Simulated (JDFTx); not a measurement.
# KCl under changes of volume

One of the cells (28.294 Å³/atom); the others are scaled copies at fixed shape and fractional positions:

```
CELL_PARAMETERS angstrom
3.83920 0.00000 0.00000
0.00000 3.83920 0.00000
0.00000 0.00000 3.83920
ATOMIC_POSITIONS crystal
K 0.00000 0.00000 0.00000
Cl 0.50000 0.50000 0.50000
```

Measurements of this composition are mostly on another form, of space group No. 225.

```yaml
Program: JDFTx 1.7.0 (patched build)
Functional: LDA
Potentials_or_basis: PseudoDojo-SR-LDA-0.4.1-standard with smoothed tails
Cutoff: 980 eV
Density_cutoff: 7837 eV
k_mesh: 7 × 7 × 7
Occupations: fermi-dirac, width 0.05 eV
Spin: no spin polarisation
```

| volume (Å³/atom) | energy over the lowest point (meV/atom) | pressure (GPa) | gap on the mesh (eV) |
| --- | --- | --- | --- |
| 26.596 | 0.00 | -2.3 | 4.65 |
| 27.162 | 8.70 | -2.6 | 4.56 |
| 27.728 | 18.50 | -2.9 | 4.47 |
| 28.294 | 29.25 | -3.2 | 4.39 |
| 28.860 | 40.80 | -3.4 | 4.31 |
| 29.426 | ? | ? | ? |
| 29.991 | 65.89 | -3.7 | 4.16 |

Problem. What does the run at 29.426 Å³/atom give?

Solution. Energy over the lowest point 53.05 meV/atom; pressure -3.6 GPa; gap on the mesh 4.23 eV.

Worked out: A Birch-Murnaghan fit of order 3 (a polynomial in V^(-2/3)) to the other rows has no minimum within the range. It gives 53.06 meV/atom at 29.426 Å³/atom, against the run's 53.05, and -dE/dV = -3.6 GPa, against -3.6. A straight line through the other rows of the gap, of slope -4.08 eV per unit of ln V, gives 4.23 eV, against the run's 4.23.

Energies are extrapolated to zero smearing.

Caveats: an odd mesh through Γ misses points on the zone boundary, where band edges often lie.
